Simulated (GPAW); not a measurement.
The system is CdS (Hawleyite).

```xyz
2
Lattice="0.0000 2.9165 2.9165 2.9165 0.0000 2.9165 2.9165 2.9165 0.0000" Properties=species:S:1:pos:R:3 pbc="T T T"
Cd    0.0000    0.0000    0.0000
S     4.3748    4.3748    4.3748
```

* Program: GPAW 26.7.0
* Task: relaxation of cell and atoms
* Functional: PBEsol
* Dispersion: D4
* Potentials or basis: PAW data sets generated in the run's folder for this functional
* Cutoff: 600 eV
* Basis: pw
* k mesh: 8 × 8 × 8
* Occupations: fermi-dirac, width 0.05 eV
* Spin: no spin polarisation

At the start: pressure -1.6 GPa; volume 24.81 Å³/atom.

Q: How do energy, volume and symmetry change on relaxing?

A: Over 3 steps the energy falls by 3.2 meV/atom and the volume is 24.14 Å³/atom (-2.7 %); space group F-43m (No. 216, to 0.05 Å).

The path:
```tsv
step	energy change (eV)	largest force (eV/Å)	pressure (GPa)	volume (Å³)
1	0.0000	0.0000	-1.63	49.62
2	-0.0024	0.0000	-1.31	49.35
3	-0.0064	0.0000	0.05	48.28
```

Final structure:
```cif
data_structure
_symmetry_space_group_name_H-M 'P 1'
_symmetry_Int_Tables_number 1
_cell_length_a 4.0873
_cell_length_b 4.0873
_cell_length_c 4.0873
_cell_angle_alpha 60.000
_cell_angle_beta 60.000
_cell_angle_gamma 60.000
_cell_volume 48.28
loop_
_atom_site_label
_atom_site_type_symbol
_atom_site_fract_x
_atom_site_fract_y
_atom_site_fract_z
_atom_site_occupancy
Cd1 Cd 0.00000 0.00000 0.00000 1
S1 S 0.75000 0.75000 0.75000 1
```

Caveat: later steps reuse the first step's grids.
